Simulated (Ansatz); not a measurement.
# SiC (F-43m): how far a G0W0 gap depends on its settings, part 3 of 3

Ansatz 0.2.0, plane waves.

**9. A finer mesh, 8×8×8**

Contents of input.yaml:

```yaml
crystal:
  lattice:
    - [0.0, 2.1780497569, 2.1780497569]
    - [2.1780497569, 0.0, 2.1780497569]
    - [2.1780497569, 2.1780497569, 0.0]
  atoms:
    - { symbol: Si, position: [0.25, 0.25, 0.25] }
    - { symbol: C, position: [0.0, 0.0, 0.0] }
kpoints:
  mp_grid: { grid: [8, 8, 8] }
hamiltonian:
  xc: pbe
scf:
  occupations: { method: fixed }
gw:
  n_empty_bands: 33
  ecut_chi: 80
  qp_bands: [v2, c2]
  qp_kpoints: band_edges
  screening: { model: contour_deformation }
```

Run with:

```sh
$ ansatz run input.yaml --threads 2 --pin off --max-ram 3686MiB --backend cpu --events-out ev --progress --plain --runs-dir out
```

What it wrote:

```text
Warning: RAYON_NUM_THREADS=2 ignored (pool sized by the plan → 2); use --threads N
Engine: ansatz 0.2.0, aarch64-unknown-linux-gnu
Pseudopotentials: kind: paw
Pseudopotential: Si, paw, valence charge 4, recommended cutoff 420 eV (normal), Si.paw.azcp
Pseudopotential: C, paw, valence charge 4, recommended cutoff 420 eV (normal), C.paw.azcp
Functional definition: PBE
  parameter kappa = 0.804
  parameter beta = 0.06672455060314922
  exchange = pbe_x(kappa = kappa, mu = beta*pi^2/3)
  correlation = pbe_c(beta = beta)
Crystal: 2 atoms, lattice volume = 20.665 Å³
Basis set: ecut = 420 eV, 411 PW (Γ)
Bands: 8, of which v1, the nominal top of the filled ones, is band 4 counted from 1 (3 counted from 0)
Symmetry: 24 space group operations
Space group: F-43m (ITA 216), of the structure as read, at distance tolerance 2.7e-5 Å
k-points: 29 of 512 (time reversal used)
Non-local potential: Si, projectors of the file, l = 0: 2, l = 1: 2, l = 2: 2
Non-local potential: C, projectors of the file, l = 0: 2, l = 1: 2, l = 2: 1
PAW form: soft (Blöchl's): semilocal exchange-correlation on the pseudo side does not see the compensation charge
PAW one-centre angular grid: Si, 110 points (default); XC on 64 Gauss nodes
PAW one-centre angular grid: C, 110 points (default); XC on 64 Gauss nodes
Initial density: superposition of atomic densities (neutral atoms: chi_scale 0, normalization atom), corrected by the library's trained network
Initial wavefunctions: pseudopotential atomic-orbital guess
Functional: x = pbe(κ = 0.804, μ = 0.2195149727645171), c = pbe(β = 0.06672455060314922)
SCF iter   1: F=—  HF=-887.155315 eV  |F-HF|=—  |Δ(HF+E_count)|=         —  Δρ=2.18e-3  dr2=9.94e-4  ethr=1.77e-3  ⟨swp⟩=4.8  Hψ=1637  notcnv=0  defer=45
preconditioner: auto → none  [insulator: Δε(μ)=1.335 eV  Ē_g=14.053 eV  n_scr=0 (ndim 8)  ℏωp=23.1 eV  f_vac=0.000  ε∞_Penn≈3.7]
SCF iter   2: F=—  HF=-887.155283 eV  |F-HF|=—  |Δ(HF+E_count)|=   3.20e-5  Δρ=8.17e-4  dr2=8.39e-5  ethr=1.24e-5  ⟨swp⟩=2.4  Hψ=614  notcnv=0  defer=52
SCF iter   3: F=—  HF=-887.155293 eV  |F-HF|=—  |Δ(HF+E_count)|=   1.01e-5  Δρ=3.56e-4  dr2=6.27e-6  ethr=1.05e-6  ⟨swp⟩=2.6  Hψ=344  notcnv=0  defer=35
SCF iter   4: F=—  HF=-887.155319 eV  |F-HF|=—  |Δ(HF+E_count)|=   2.61e-5  Δρ=3.89e-5  dr2=2.67e-7  ethr=7.83e-8  ⟨swp⟩=2.2  Hψ=358  notcnv=0  defer=54
iter 5 did not close the SCF: its close was put off for the readings that it lacked (scf_convergence_deferred on its scf_iter line)
SCF iter   5: F=-887.155319 eV  HF=-887.155319 eV  |F-HF|=1.36e-9  |Δ(HF+E_count)|=   1.40e-7  Δρ=2.86e-6  dr2=9.15e-10  ethr=3.34e-9  ⟨swp⟩=2.2  Hψ=345  notcnv=0  defer=55
SCF iter   6: F=-887.155319 eV  HF=-887.155319 eV  |F-HF|=3.46e-11  |Δ(HF+E_count)|=   1.69e-9  Δρ=3.71e-7  dr2=1.64e-11  ethr=1.14e-11  ⟨swp⟩=3.6  Hψ=1138  notcnv=0
SCF 1 converged in 6 iterations: F = -887.155319 eV  dr2 = 1.64e-11
NSCF: frozen V_eff on 29 k-points
G₀W₀ screening: q 1/29
G₀W₀ screening: q 2/29 (q-point 23)
G₀W₀ screening: q 3/29 (q-point 26)
G₀W₀ screening: q 4/29 (q-point 7)
G₀W₀ screening: q 5/29 (q-point 8)
G₀W₀ screening: q 6/29 (q-point 9)
G₀W₀ screening: q 7/29 (q-point 10)
G₀W₀ screening: q 8/29 (q-point 11)
G₀W₀ screening: q 9/29 (q-point 14)
G₀W₀ screening: q 10/29 (q-point 15)
G₀W₀ screening: q 11/29 (q-point 16)
G₀W₀ screening: q 12/29 (q-point 19)
G₀W₀ screening: q 13/29 (q-point 22)
G₀W₀ screening: q 14/29 (q-point 24)
G₀W₀ screening: q 15/29 (q-point 25)
G₀W₀ screening: q 16/29 (q-point 27)
G₀W₀ screening: q 17/29 (q-point 12)
G₀W₀ screening: q 18/29 (q-point 17)
G₀W₀ screening: q 19/29 (q-point 20)
G₀W₀ screening: q 20/29 (q-point 28)
G₀W₀ screening: q 21/29 (q-point 2)
G₀W₀ screening: q 22/29 (q-point 3)
G₀W₀ screening: q 23/29 (q-point 4)
G₀W₀ screening: q 24/29 (q-point 6)
G₀W₀ screening: q 25/29 (q-point 13)
G₀W₀ screening: q 26/29 (q-point 18)
G₀W₀ screening: q 27/29 (q-point 29)
G₀W₀ screening: q 28/29 (q-point 5)
G₀W₀ screening: q 29/29 (q-point 21)
G₀W₀ self-energy: k 1/13
G₀W₀ self-energy: k 2/13
G₀W₀ self-energy: k 3/13
G₀W₀ self-energy: k 4/13
G₀W₀ self-energy: k 5/13
G₀W₀ self-energy: k 6/13
G₀W₀ self-energy: k 7/13
G₀W₀ self-energy: k 8/13
G₀W₀ self-energy: k 9/13
G₀W₀ self-energy: k 10/13
G₀W₀ self-energy: k 11/13
G₀W₀ self-energy: k 12/13
G₀W₀ self-energy: k 13/13
SCF converged after 6 iterations
Free energy (F): -887.155319 eV
Harris-Foulkes:  -887.155319 eV  (|F-HF|=3.46e-11)
Internal energy: -887.155319 eV  (E = F + TS)
E sigma→0 (E₀):  -887.155319 eV
Fermi energy:    9.497044 eV
--- Per-component energies (eV) ---
  E_band       = 28.805831
  E_kinetic    = 135.803593
  E_local      = -104.338603  (includes V_loc(G=0)·N_el)
  E_nonlocal   = 51.863384
  E_hartree    = 32.050442
  E_xc         = -105.527344
  E_vxc        = -109.401357  (∫ρ·V_xc dr)
  E_paw        = -612.098780  (= ΣΔE_a)
  E_vpaw       = -9.222064  (= ΣTr[D̂ρ^β])
  E_aug_tail   = 0.000014  (compensation charges beyond the density's cutoff)
  E_ewald      = -284.908026
  E_smearing   = -0.000000  (= −TS)
  E_closure    = 0.000000  (closes the sum)
  Σ components = -887.155319   (vs F -887.155319, Δ=0.00e0)
--- Band table (eV; the first three rows and the last of 29) ---
  k-point 0: bands = ["-5.9175", "9.4970", "9.4970", "9.4970", "15.7258", "16.8150", "16.8150", "16.8150"]
  k-point 1: bands = ["-5.6125", "8.0129", "9.2963", "9.2963", "15.9711", "17.1660", "17.1660", "17.3357"]
  k-point 2: bands = ["-4.7205", "5.2026", "8.8911", "8.8911", "15.4914", "17.4137", "17.4137", "18.8505"]
  k-point 28: bands = ["-0.6608", "2.4720", "4.5039", "4.8070", "14.7066", "18.9446", "18.9664", "19.2737"]
--- G₀W₀: contour deformation, 6 samples at zero and on the imaginary axis and 2 off it, 512 q-points, 33 empty bands' worth ---
  eigenvalues of the whole cell's RPA ε∞ on this k-mesh (on a slab, of 1 + 4πα/V) = 6.8399, 6.8399, 6.8399; static W/v taken at q = 0 is 0.146200
  bands read: the sum over 37 bands ends inside a degenerate multiplet in 2 slots, whose members it reads at an even weight; the widest, k=2: bands 37 to 38 (counted from 1) at 1/2 each
  gw.qp_kpoints: band_edges: 13 of 29 stored k-points solved, in 1 pass; an edge of the gap read off the rows below is read off those points alone
    valence top: of the k-points left out ik 6 came nearest to being solved in a further pass, in band 4 (counted from 1, as in the quasiparticle table): it holds the edge there only if its correction is more favourable than any solved in that band by at least 0.989 eV; those differ by 0.409 eV
    conduction bottom: of the k-points left out ik 18 came nearest to being solved in a further pass, in band 5 (counted from 1, as in the quasiparticle table): it holds the edge there only if its correction is more favourable than any solved in that band by at least 0.908 eV; those differ by 0.435 eV
    ik  band        ε_KS         Σx   Σc(E_QP)       V_xc       Z   E_QP_lin       E_QP  E_QP is
     0     3      9.4970   -18.3088     2.3936   -15.7306  0.7943     9.3121     9.3124  root
     0     4      9.4970   -18.3088     2.3936   -15.7306  0.7943     9.3121     9.3124  root
     0     5     15.7258    -9.6617    -4.9145   -15.4201  0.7872    16.5775    16.5697  root
     0     6     16.8150    -8.0842    -4.9112   -13.8622  0.7992    17.6888    17.6818  root
     1     3      9.2963   -18.3232     2.4343   -15.6805  0.7936     9.0876     9.0880  root
     1     4      9.2963   -18.3232     2.4343   -15.6805  0.7936     9.0876     9.0880  root
     1     5     15.9711    -9.0018    -4.8705   -14.7001  0.7931    16.8057    16.7989  root
     1     6     17.1660    -7.9962    -5.0345   -13.9178  0.7953    18.0605    18.0530  root
     2     3      8.8911   -18.4140     2.5410   -15.6193  0.7917     8.6369     8.6374  root
     2     4      8.8911   -18.4140     2.5410   -15.6193  0.7917     8.6369     8.6374  root
     2     5     15.4914    -8.8957    -4.6925   -14.3970  0.8014    16.3058    16.3002  root
     2     6     17.4137    -7.4611    -5.1328   -13.4608  0.7932    18.2878    18.2805  root
     3     3      8.5633   -18.5345     2.6417   -15.6055  0.7899     8.2754     8.2760  root
     3     4      8.5633   -18.5345     2.6417   -15.6055  0.7899     8.2754     8.2760  root
     3     5     15.0788    -9.0833    -4.5820   -14.4721  0.8044    15.8909    15.8855  root
     3     6     16.9844    -6.9298    -4.9996   -12.7324  0.7990    17.7934    17.7873  root
     4     3      8.4439   -18.5881     2.6807   -15.6087  0.7892     8.1445     8.1452  root
     4     4      8.4439   -18.5881     2.6807   -15.6087  0.7892     8.1445     8.1452  root
     4     5     14.9370    -9.1713    -4.5453   -14.5249  0.8054    15.7507    15.7453  root
     4     6     16.7303    -6.7973    -4.9299   -12.5062  0.8015    17.5152    17.5094  root
     5     3      8.8003   -18.2320     2.5364   -15.4240  0.7916     8.5282     8.5288  root
     5     4      8.8003   -18.2320     2.5364   -15.4240  0.7916     8.5282     8.5288  root
     5     5     15.6866    -7.9664    -4.7042   -13.4102  0.8030    16.4314    16.4263  root
     5     6     16.7204    -9.3669    -5.0971   -15.4327  0.7834    17.6981    17.6891  root
     9     3      7.0770   -18.4614     2.9911   -15.0417  0.7801     6.6466     6.6484  root
     9     4      8.3777   -18.5291     2.6788   -15.5429  0.7890     8.0696     8.0703  root
     9     5     15.3203    -7.8015    -4.6836   -13.2553  0.8030    16.0957    16.0904  root
     9     6     16.6972    -7.7949    -4.9132   -13.5173  0.7964    17.5128    17.5063  root
    10     3      7.2187   -18.2938     2.9288   -14.9410  0.7816     6.7930     6.7947  root
    10     4      8.9159   -18.5183     2.5439   -15.7283  0.7916     8.6692     8.6697  root
    10     5     16.0337    -8.3560    -4.8261   -14.0312  0.7968    16.8895    16.8828  root
    10     6     17.0873    -7.4968    -5.0719   -13.3709  0.7923    17.8960    17.8896  root
    11     3      8.0015   -18.1056     2.6901   -15.0573  0.7877     7.6423     7.6434  root
    11     4      9.3406   -18.4582     2.4395   -15.8213  0.7935     9.1429     9.1433  root
    11     5     16.5810    -8.1787    -4.9382   -13.9088  0.7907    17.3793    17.3729  root
    11     6     16.7963    -8.9975    -5.0391   -15.0103  0.7918    17.7789    17.7699  root
    13     3      6.6922   -18.3002     3.0703   -14.7617  0.7772     6.2216     6.2240  root
    13     4      7.1666   -18.4184     2.9928   -14.9882  0.7811     6.7274     6.7292  root
    13     5     13.0852    -7.2590    -4.2141   -12.0350  0.8136    13.6493    13.6471  root
    13     6     15.8204    -7.3934    -4.6152   -12.7794  0.8096    16.5965    16.5914  root
    17     3      6.6379   -18.4901     3.1481   -14.8606  0.7765     6.1540     6.1566  root
    17     4      6.6379   -18.4901     3.1481   -14.8606  0.7765     6.1540     6.1566  root
    17     5     11.5855    -7.1596    -3.9156   -11.5327  0.8189    12.0442    12.0430  root
    17     6     14.3229    -7.3390    -4.3113   -12.3093  0.8205    14.9848    14.9818  root
    20     3      6.3085   -18.5511     3.2441   -14.8021  0.7732     5.8006     5.8036  root
    20     4      6.3085   -18.5511     3.2441   -14.8021  0.7732     5.8006     5.8036  root
    20     5     10.8547    -7.2045    -3.7344   -11.3535  0.8202    11.2702    11.2693  root
    20     6     13.8268    -7.4716    -4.2171   -12.3218  0.8225    14.4625    14.4599  root
    28     3      4.5039   -18.0054     3.7882   -13.5992  0.7519     3.8825     3.8858  root
    28     4      4.8070   -17.4753     3.4129   -13.4685  0.7593     4.2092     4.2131  root
    28     5     14.7066    -7.5878    -4.4552   -12.7978  0.7983    15.4667    15.4614  root
    28     6     18.9446    -6.7213    -5.8665   -13.3662  0.7734    19.7283    19.7230  root
```

Wall time 16 s (2 threads of Arm Neoverse V1, shared host); peak memory 0.28 GiB.

On its 8×8×8 mesh the gap goes from 1.36 eV (PBE) to 1.96 eV, a shift of +0.60 eV, with 33 empty bands and a screening cutoff of 80 eV. The renormalisation factors Z of the two edge bands lie between 0.76 and 0.82.

**10. Norm-conserving pseudopotentials**

Changes to input.yaml since step 9:

```diff
@@ -9,5 +9,6 @@
 kpoints:
-  mp_grid: { grid: [8, 8, 8] }
+  mp_grid: { grid: [6, 6, 6] }
 hamiltonian:
   xc: pbe
+  pseudopotentials: { kind: nc }
 scf:
@@ -15,4 +16,4 @@
 gw:
-  n_empty_bands: 33
-  ecut_chi: 80
+  n_empty_bands: 77
+  ecut_chi: 140
   qp_bands: [v2, c2]
```

Run with:

```sh
$ ansatz run input.yaml --threads 2 --pin off --max-ram 3686MiB --backend cpu --events-out ev --progress --plain --runs-dir out
```

What it wrote, shortened:

```text
Warning: RAYON_NUM_THREADS=2 ignored (pool sized by the plan → 2); use --threads N
[...]
Pseudopotentials: kind: nc
Pseudopotential: Si, nc, valence charge 4, recommended cutoff 489.804952 eV (normal), Si.nc.azcp
Pseudopotential: C, nc, valence charge 4, recommended cutoff 1115.666836 eV (normal), C.nc.azcp
[... 1 set-up line as earlier in the session ...]
[...]
Crystal: 2 atoms, lattice volume = 20.665 Å³
Basis set: ecut = 1115.666836 eV, 1807 PW (Γ)
[...]
     9     5     12.1475    -7.1534    -4.2877   -11.7413  0.8152    12.4482    12.4476  root
     9     6     14.7272    -7.2216    -4.6573   -12.3358  0.8159    15.1855    15.1841  root
    12     3      6.3267   -18.5746     2.9892   -14.7861  0.7699     5.5197     5.5273  root
    12     4      6.3267   -18.5746     2.9892   -14.7861  0.7699     5.5197     5.5273  root
    12     5     10.8661    -7.1419    -3.9864   -11.3586  0.8177    11.0967    11.0963  root
    12     6     13.8367    -7.4485    -4.4779   -12.3463  0.8201    14.2576    14.2564  root
```

Wall time 23 s (2 threads of Arm Neoverse V1, shared host); peak memory 0.31 GiB.

On its 6×6×6 mesh the gap goes from 1.34 eV (PBE) to 2.15 eV, a shift of +0.81 eV, with 77 empty bands and a screening cutoff of 140 eV. The renormalisation factors Z of the two edge bands lie between 0.77 and 0.82.

**11. All runs side by side**

The summary covers parts 1 to 3.

| start | potentials | frequencies | empty bands | cutoff (eV) | mesh | Kohn-Sham gap (eV) | G0W0 gap (eV) |
| --- | --- | --- | --- | --- | --- | --- | --- |
| PBE | PAW | full | 33 | 80 | 6×6×6 | 1.35 | 1.95 |
| PBE | PAW | full | 77 | 140 | 6×6×6 | 1.35 | 2.15 |
| PBE | PAW | full | 142 | 210 | 6×6×6 | 1.35 | 2.25 |
| HSE06 | PAW | full | 77 | 140 | 6×6×6 | 2.23 | 2.54 |
| LDA | PAW | full | 77 | 140 | 6×6×6 | 1.31 | 2.16 |
| r2SCAN | PAW | full | 77 | 140 | 6×6×6 | 1.71 | 2.32 |
| PBE | PAW | pole | 77 | 140 | 6×6×6 | 1.35 | 2.10 |
| PBE | PAW | full | 33 | 80 | 8×8×8 | 1.36 | 1.96 |
| PBE | NC | full | 77 | 140 | 6×6×6 | 1.34 | 2.15 |

Gaps are those on each run's own mesh.

With bands and cutoff raised together, from 33 bands at 80 eV to 142 at 210 eV, the gap moves by +0.30 eV, and on the last rung by +0.10 eV; extrapolated in 1/N from the last two rungs, the limit on this k mesh would lie near 2.4 eV. The starting point matters: against PBE, HSE06 gives +0.38 eV, LDA gives +0.01 eV, r2SCAN gives +0.17 eV. The plasmon pole changes the gap by -0.053 eV. Norm-conserving potentials change it by -0.001 eV. On the finer mesh the quasiparticle shift is +0.60 eV, against +0.60 eV on the coarse one.
